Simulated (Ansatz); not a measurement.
# BAs (F-43m) in Ansatz: further runs

The runs below take BAs through band structure, elastic constants, with PBE.

All numbers are computed with Ansatz 0.2.0; they aren't measurements. Logs are shortened: lines on timing, memory, paths and dates and some standing lists are left out, and cuts for length are marked.

## (1) The crystal as given

The structure is cubic, space group F-43m (No. 216). Conventional cell: a = 4.777 Å, b = 4.777 Å, c = 4.777 Å, α = 90.00°, β = 90.00°, γ = 90.00°. Around As (site symmetry -43m) lie 4 B at 2.07 Å. B (site symmetry -43m) has 4 As at 2.07 Å as nearest neighbours.

## (2) Band structure, PBE, spin-orbit coupling, no magnetisation

Input file input.yaml:

```yaml
crystal:
  lattice:
    - [0.0, 2.3885, 2.3885]
    - [2.3885, 0.0, 2.3885]
    - [2.3885, 2.3885, 0.0]
  atoms:
    - { symbol: As, position: [0.75, 0.75, 0.75] }
    - { symbol: B, position: [0.0, 0.0, 0.0] }
kpoints:
  mp_grid: { grid: [7, 7, 7] }
  band_path:
    path:
      - [0.0, 0.0, 0.0]
      - [0.5, 0.0, 0.5]
      - [0.5, 0.25, 0.75]
      - [0.375, 0.375, 0.75]
      - [0.0, 0.0, 0.0]
      - [0.5, 0.5, 0.5]
      - [0.625, 0.25, 0.625]
      - [0.5, 0.25, 0.75]
    npoints: 8
scf:
  occupations: { method: fermi_dirac, width: 0.05 }
hamiltonian:
  xc: pbe
  pseudopotentials: { kind: all_electron, lapw: { basis_error: 0.001 } }
magnetization:
  noncollinear: true
  spin_orbit: true
output:
  forces: true
  stress: true
  eigenvalues: true
```

Potentials or basis: all-electron LAPW, relativistic spinors.

Launch:

```
> ansatz run input.yaml --threads 1 --pin off --max-ram 3072MiB --backend cpu --events-out ev --progress --plain --runs-dir out
```

The log of the run:

```text
Warning: RAYON_NUM_THREADS=1 ignored (pool sized by the plan → 1); use --threads N
LAPW: plane waves up to 9.128 Å⁻¹, error target 1.0e-3 eV per atom; Dirac's equation on spinors; B in spheres of 0.857 Å, 5 of its electrons in bands; As in spheres of 1.212 Å, 23 of its electrons in bands (how accurate: hamiltonian.pseudopotentials.lapw.basis_error, Limitations)
Engine: ansatz 0.2.0, aarch64-unknown-linux-gnu
Pseudopotentials: kind: all_electron
Pseudopotential: As, LAPW, valence charge 23, lapw/all_electron/dirac/gaussian/As, Dirac's equation, gaussian nucleus
Pseudopotential: B, LAPW, valence charge 5, lapw/all_electron/dirac/gaussian/B, Dirac's equation, gaussian nucleus
Functional definition: PBE
  parameter kappa = 0.804
  parameter beta = 0.06672455060314922
  exchange = pbe_x(kappa = kappa, mu = beta*pi^2/3)
  correlation = pbe_c(beta = beta)
non-collinear run that drives no moment, with spin-orbit: no starting moment large enough to seed its density (crystal.atoms[].spin), no starting occupations that ask for one, no magnetisation constraint and no magnetic field, so the semilocal B_xc is pinned to zero
Crystal: 2 atoms, lattice volume = 27.252 Å³
Basis set: ecut = 317.46186710620333 eV, 339 PW (Γ), exchange–correlation at level 2
Bands: 36, of which v1, the nominal top of the filled ones, is band 28 counted from 1 (27 counted from 0)
Symmetry: 24 space group operations + 24 with time reversal
Magnetic group: BNS 216.75 (UNI 1577), of the structure as read, at distance tolerance 3.0e-5 Å
k-points: 20 of 343 (time reversal used)
Non-local potential: As, projectors of the file, none
Non-local potential: B, projectors of the file, none
Initial density: superposition of atomic densities (chi_scale 0.1, normalization cell, long waves kept (reshape's long-wave potential 0.00 eV rms))
Initial wavefunctions: plane waves of lowest kinetic energy (no species holds an atomic orbital)
Functional: x = pbe(κ = 0.804, μ = 0.2195149727645171), c = pbe(β = 0.06672455060314922)
iter 1 solved again at ethr=6.57e-3 eV; its pass at ethr=1.00e-1 eV (dr2=1.84e0 eV) is discarded
SCF iter   1: F=—  HF=-62204.103508 eV  |F-HF|=—  |Δ(HF+E_count)|=         —  Δρ=7.15e-2  dr2=1.84e0  dr2_m=0.00e0 (ungated)  ethr=6.57e-3  |M|=0.00e0 ∫|m|=0.00e0 μB  β_m=0.30  ⟨swp⟩=2.0  Hψ=4790  notcnv=0
preconditioner: auto → none  [insulator: Δε(μ)=1.719 eV  Ē_g=12.432 eV  σ=0.050 eV  W_gap=1.00  n_scr=14 (ndim 8)  ℏωp=20.1 eV  f_vac=0.000  D(μ)=0.00/eV (n_scr^D=0)  ε∞_Penn≈3.6]
SCF iter   2: F=—  HF=-62203.573219 eV  |F-HF|=—  |Δ(HF+E_count)|=   5.30e-1  Δρ=3.41e-2  dr2=3.47e-1  dr2_m=0.00e0 (ungated)  ethr=6.57e-3  |M|=0.00e0 ∫|m|=0.00e0 μB  β_m=0.39  ⟨swp⟩=3.0  Hψ=2105  notcnv=0
SCF iter   3: F=—  HF=-62203.487541 eV  |F-HF|=—  |Δ(HF+E_count)|=   8.57e-2  Δρ=1.28e-2  dr2=3.79e-2  dr2_m=0.00e0 (ungated)  ethr=1.24e-3  |M|=0.00e0 ∫|m|=0.00e0 μB  β_m=0.54  ⟨swp⟩=3.0  Hψ=2156  notcnv=0
iter 4 solved again at ethr=2.22e-6 eV; its pass at ethr=1.35e-4 eV (dr2=6.21e-4 eV) is discarded
SCF iter   4: F=—  HF=-62203.483554 eV  |F-HF|=—  |Δ(HF+E_count)|=         —  Δρ=1.77e-3  dr2=6.24e-4  dr2_m=0.00e0 (ungated)  ethr=2.22e-6  |M|=0.00e0 ∫|m|=0.00e0 μB  β_m=0.53  ⟨swp⟩=2.0  Hψ=3508  notcnv=0
the basis was enlarged: its passes take 2.4 MiB over the memory plan, 1 of 1 planned eigensolver slots
SCF iter   5: F=—  HF=-62203.483481 eV  |F-HF|=—  |Δ(HF+E_count)|=   7.25e-5  Δρ=4.87e-4  dr2=3.31e-5  dr2_m=0.00e0 (ungated)  ethr=2.22e-6  |M|=0.00e0 ∫|m|=0.00e0 μB  β_m=0.68  ⟨swp⟩=2.0  Hψ=1880  notcnv=0
SCF iter   6: F=—  HF=-62203.483515 eV  |F-HF|=—  |Δ(HF+E_count)|=   3.36e-5  Δρ=4.61e-5  dr2=3.73e-7  dr2_m=0.00e0 (ungated)  ethr=1.18e-7  |M|=0.00e0 ∫|m|=0.00e0 μB  β_m=0.79  ⟨swp⟩=3.0  Hψ=2012  notcnv=0
SCF iter   7: F=-62203.483515 eV  HF=-62203.483515 eV  |F-HF|=3.17e-8  |Δ(HF+E_count)|=   6.23e-8  Δρ=9.04e-6  dr2=1.17e-8  dr2_m=0.00e0 (ungated)  ethr=1.33e-9  |M|=0.00e0 ∫|m|=0.00e0 μB  ⟨swp⟩=3.0  Hψ=2030  notcnv=0
SCF 1 converged in 7 iterations: F = -62203.483515 eV  dr2 = 1.17e-8
NSCF: frozen V_eff on 57 k-points
SCF converged after 7 iterations
Magnetization: |M| = 0.0000 μB,  M = (+0.0000, +0.0000, +0.0000) μB
Absolute magnetization: 0.0000 μB (∫|m|)
  site 0: m = (+0.0000, +0.0000, +0.0000) μB, |m| = 0.0000 μB  (R = 1.21 Å)
  site 1: m = (+0.0000, +0.0000, +0.0000) μB, |m| = 0.0000 μB  (R = 0.86 Å)
Free energy (F): -62203.483515 eV
Harris-Foulkes:  -62203.483515 eV  (|F-HF|=3.17e-8)
Internal energy: -62203.483515 eV  (E = F + TS)
E sigma→0 (E₀):  -62203.483515 eV
Entropy (-TS):   -0.000000 eV (-0.000 meV/atom)
Fermi energy:    12.335219 eV
--- Per-component energies (eV) ---
  E_band       = -1573.420828
  E_kinetic    = 63587.301239
  E_xc         = -2393.969564
  E_electrostatic = -123396.815190  (all electrons and nuclei)
  E_smearing   = -0.000000  (= −TS)
  E_closure    = 0.000000  (closes the sum)
  E_atoms      = -62192.064583  (free atoms, spherical and without spin; not in F)
  Σ components = -62203.483515   (vs F -62203.483515, Δ=0.00e0)
  Basis errors (estimates in eV, not in F): energy 5.1e-4 per atom: plane waves 4.8e-4 (2.8e-4 summed), levels above the bands 2.5e-80, relativity 2.3e-8, radial functions 3.5e-5, core shells 1.8e-11; eigenvalues (radial functions only) 2.6e-6; not estimated: angular momenta, meshes, grids; target (lapw.basis_error) 1.0e-3; muffin-tin radii B 0.857 Å, As 1.212 Å
--- Forces (eV/Å), atoms counted from 1 ---
  atom   1  As     0.00000000    -0.00000000    -0.00000000
  atom   2  B     -0.00000000     0.00000000     0.00000000
  max |Σ_I F_I| component: 1.04e-17 eV/Å
--- Stress (GPa, compression-positive) ---
        2.731435       0.000000      -0.000000
        0.000000       2.731435       0.000000
       -0.000000       0.000000       2.731435
  P = ⅓ Tr σ = 2.7314 GPa (27.314 kbar)
--- Band table (eV; the first three rows and the last of 20) ---
  k-point 0: bands = ["-173.6450", "-173.6450", "-162.0320", "-162.0320", "-120.4353", "-120.4353", "-115.4150", "-115.4150", "-115.4150", "-115.4150", "-24.5184", "-24.5184", "-24.5184", "-24.5184", "-23.8014", "-23.8014", "-23.7877", "-23.7877", "-23.7877", "-23.7877", "-3.6710", "-3.6710", "11.5830", "11.5830", "11.7912", "11.7912", "11.7912", "11.7912", "14.8690", "14.8690", "15.0825", "15.0825", "15.0825", "15.0825", "16.4122", "16.4122"]
  k-point 1: bands = ["-173.6450", "-173.6450", "-162.0320", "-162.0320", "-120.4353", "-120.4353", "-115.4150", "-115.4150", "-115.4150", "-115.4150", "-24.5185", "-24.5178", "-24.5172", "-24.5172", "-23.8002", "-23.8002", "-23.7880", "-23.7880", "-23.7868", "-23.7860", "-3.3375", "-3.3375", "9.3355", "9.3355", "11.1171", "11.1171", "11.2517", "11.2536", "15.0849", "15.0849", "15.6553", "15.6553", "15.7895", "15.7924", "17.9889", "17.9889"]
  k-point 2: bands = ["-173.6450", "-173.6450", "-162.0320", "-162.0320", "-120.4353", "-120.4353", "-115.4150", "-115.4150", "-115.4150", "-115.4150", "-24.5179", "-24.5171", "-24.5146", "-24.5146", "-23.7976", "-23.7976", "-23.7884", "-23.7884", "-23.7838", "-23.7829", "-2.3795", "-2.3795", "5.9879", "5.9879", "10.3339", "10.3339", "10.4748", "10.4767", "14.7020", "14.7020", "16.4430", "16.4430", "16.5580", "16.5622", "20.0562", "20.0562"]
  k-point 19: bands = ["-173.6449", "-173.6449", "-162.0320", "-162.0320", "-120.4353", "-120.4353", "-115.4150", "-115.4150", "-115.4150", "-115.4150", "-24.5153", "-24.5139", "-24.5132", "-24.5111", "-23.7952", "-23.7921", "-23.7853", "-23.7845", "-23.7829", "-23.7819", "0.4890", "0.4897", "3.6878", "3.7628", "5.8021", "5.9128", "7.3987", "7.4584", "15.5607", "15.5979", "18.0634", "18.0743", "18.9646", "19.0620", "19.7605", "19.8705"]
```

Wall time 81 s (1 thread of Arm Neoverse N1, shared host); peak memory 0.34 GiB.

What came out:

```
Free energy             : -62203.4835 eV
Pressure                : 2.7 GPa
Band gap on the k mesh  : 1.14 eV, indirect (least direct gap 3.08 eV)
Band gap along the path : 1.13 eV, indirect (least direct gap 3.08 eV)
```

Levels at the corners of the path, in eV from the valence-band top:
```tsv
point	band 24	band 25	band 26	band 27	band 28	band 29	band 30	band 31	band 32	band 33
Γ	-0.21	0.00	0.00	0.00	0.00	3.08	3.08	3.29	3.29	3.29
X	-8.58	-4.21	-4.21	-4.07	-4.07	1.38	1.38	1.39	1.39	11.25
W	-8.08	-5.63	-5.48	-5.25	-5.23	5.20	5.21	5.88	5.88	6.70
K	-8.17	-6.06	-5.96	-3.55	-3.54	1.98	1.99	5.47	5.51	9.15
Γ	-0.21	0.00	0.00	0.00	0.00	3.08	3.08	3.29	3.29	3.29
L	-8.84	-1.96	-1.96	-1.81	-1.81	2.63	2.63	4.69	4.69	4.77
U	-8.17	-6.06	-5.96	-3.55	-3.54	1.98	1.99	5.47	5.51	9.15
W	-8.08	-5.63	-5.48	-5.25	-5.23	5.20	5.21	5.88	5.88	6.70
```

## (3) Elastic constants, PBE

Input file input.yaml:

```yaml
crystal:
  lattice:
    - [0.0, 2.3885, 2.3885]
    - [2.3885, 0.0, 2.3885]
    - [2.3885, 2.3885, 0.0]
  atoms:
    - { symbol: As, position: [0.75, 0.75, 0.75] }
    - { symbol: B, position: [0.0, 0.0, 0.0] }
kpoints:
  mp_grid: { grid: [7, 7, 7] }
scf:
  occupations: { method: fermi_dirac, width: 0.05 }
hamiltonian:
  xc: pbe
  pseudopotentials: { kind: all_electron, lapw: { basis_error: 0.001 } }
output:
  forces: true
  stress: true
elastic:
  mode: relaxed_ion
  stencil: two_point
```

Potentials or basis: all-electron LAPW, scalar-relativistic.

Launch:

```
> ansatz run input.yaml --threads 1 --pin off --max-ram 3072MiB --backend cpu --events-out ev --progress --plain --runs-dir out
```

The log of the run:

```text
Warning: RAYON_NUM_THREADS=1 ignored (pool sized by the plan → 1); use --threads N
LAPW: plane waves up to 9.427 Å⁻¹, error target 1.0e-3 eV per atom; small_component_spin mean_spin; B in spheres of 0.824 Å, 5 of its electrons in bands, Dirac shells []; As in spheres of 1.182 Å, 23 of its electrons in bands, Dirac shells [] (how accurate: hamiltonian.pseudopotentials.lapw.basis_error, Limitations)
[... 2 set-up lines as earlier in the session ...]
Pseudopotential: As, LAPW, valence charge 23, lapw/all_electron/scalar/gaussian/As, Koelling and Harmon's equation, gaussian nucleus
Pseudopotential: B, LAPW, valence charge 5, lapw/all_electron/scalar/gaussian/B, Koelling and Harmon's equation, gaussian nucleus
[... 5 set-up lines as earlier in the session ...]
Crystal: 2 atoms, lattice volume = 27.252 Å³
Basis set: ecut = 338.5768855952195 eV, 387 PW (Γ), exchange–correlation at level 2
Bands: 18, of which v1, the nominal top of the filled ones, is band 14 counted from 1 (13 counted from 0)
Symmetry: 24 space group operations
Space group: F-43m (ITA 216), of the structure as read, at distance tolerance 3.0e-5 Å
k-points: 20 of 343 (time reversal used)
[... 151 lines left out ...]
  k-point 19: bands = ["-173.6604", "-162.0292", "-117.0341", "-117.0341", "-117.0341", "-24.0965", "-24.0907", "-24.0842", "-24.0794", "-24.0740", "0.4874", "3.7274", "5.8611", "7.4283", "15.5801", "18.0695", "19.0191", "19.8139"]
--- Elastic constants: 2 strain directions × 2 members + reference (group order 24) ---
  dense FFT box of the reference and of every strained cell: 24×24×24
  strains applied: 11, 23; error gains: componentwise 1.00 (the most a stress slope's error grows in a printed constant), spectral 1.73 (1 for all six strains in a standard setting)
  C = ∂σ_k/∂η_j (tension-positive GPa; Voigt order 11 22 33 23 13 12):
       280.788     73.712     73.712     -0.000      0.000      0.000
        73.712    280.788     73.712      0.000      0.000      0.000
        73.712     73.712    280.788      0.000      0.000      0.000
        -0.000      0.000      0.000    150.631     -0.000      0.000
         0.000      0.000      0.000      0.000    150.631      0.000
        -0.000      0.000      0.000     -0.000      0.000    150.631
  reference stress σ⁰ (GPa):     -2.742     -2.742     -2.742     -0.000      0.000     -0.000
  no Pulay correction (none for the plane-wave cutoff is built on LAPW): the batch's stresses and constants are at fixed plane waves
  C* (energy form; C + prestress term) asymmetry max|C*_kj − C*_jk| = 2.842e-14 GPa — a small one proves nothing (zero by symmetry where the batch's group is 432, −43m or m−3m); a large one is finite-difference/SCF noise where every solve meets its electron count
  moduli (Voigt/Reuss/Hill, GPa): K = 142.74/142.74/142.74   G = 131.79/127.44/129.62   E = 298.50   ν = 0.151
  mechanically stable: yes (min eigenvalue of sym C = 150.63 GPa)
  where every solve meets its electron count the energy-path curvature estimates C_jj along a normal strain and C_jj − ¼(σ⁰_aa + σ⁰_bb) along a shear (ab), closely only under elastic.basis: deformed
  strain η (Voigt 11):  stress-route row diagonal C_11 = 280.79 GPa, energy-path curvature d²(F+E_count)/dδ²/Ω₀ = 280.79 GPa
         δ    σ_11 (GPa)             F (eV)   n_scf  n_hpsi   n_pw
    -2.000e-3      -3.3048      -62200.1599452       7   19906    393   relax 0 steps, max|allowed force component| 2.78e-17 eV/Å
     2.000e-3      -2.1817      -62200.1618111       7   19625    393   relax 0 steps, max|allowed force component| 2.78e-17 eV/Å
  strain η (Voigt 23):  stress-route row diagonal C_44 = 150.63 GPa, energy-path curvature d²(F+E_count)/dδ²/Ω₀ = 152.00 GPa
         δ    σ_23 (GPa)             F (eV)   n_scf  n_hpsi   n_pw
    -2.000e-3      -0.3013      -62200.1609219       2    8969    393   relax 3 steps, max|allowed force component| 1.13e-7 eV/Å
     2.000e-3       0.3013      -62200.1609219       2    9000    393   relax 2 steps, max|allowed force component| 1.50e-7 eV/Å
```

elastic.tsv:

```text
# convention: tension-positive GPa; Voigt order 11 22 33 23 13 12; engineering shear strains; stresses and constants hold the Pulay correction, whose part of sigma0, of c and of each member's stress the lines and columns named pulay_correction_..._gpa give (of c_energy it is that of c and, on the columns of strains 1 to 3, that of sigma0; of a layer's constants it is that of c in the plane, times a tenth of its plane spacing in ang); where a line pulay_correction_withheld stands none holds it
[... 15 lines left out ...]
6	-7.3236377196e-29	8.0336123028e-29	1.0846837447e-30	-1.2621774484e-29	7.3116056825e-20	1.5063092006e2	-3.0471337752e-16	-3.0471337752e-16	-3.0471337752e-16	-1.2621774484e-29	7.3116056825e-20	1.5063092006e2	nan	nan	nan	nan	nan	nan
```

Run time: 3 min. Hardware: 1 thread of Arm Neoverse N1, shared host; peak memory 0.32 GiB.

What came out:

| Quantity | Value |
| --- | --- |
| Free energy | -62200.1610 eV |
| Pressure | 2.7 GPa |
| Band gap on the k mesh | 1.21 eV, indirect (least direct gap 3.28 eV) |
| Elastic constants C11, C12, C44 | 281, 74, 151 GPa |
| Voigt bulk modulus | 143 GPa |

Elastic tensor in Voigt notation (GPa, in the Cartesian axes of the cell as first typed):
```
281  74  74   0   0   0
 74 281  74   0   0   0
 74  74 281   0   0   0
  0   0   0 151   0   0
  0   0   0   0 151   0
  0   0   0   0   0 151
```

Caveat: an odd mesh through Γ misses points on the zone boundary, where band edges often lie.
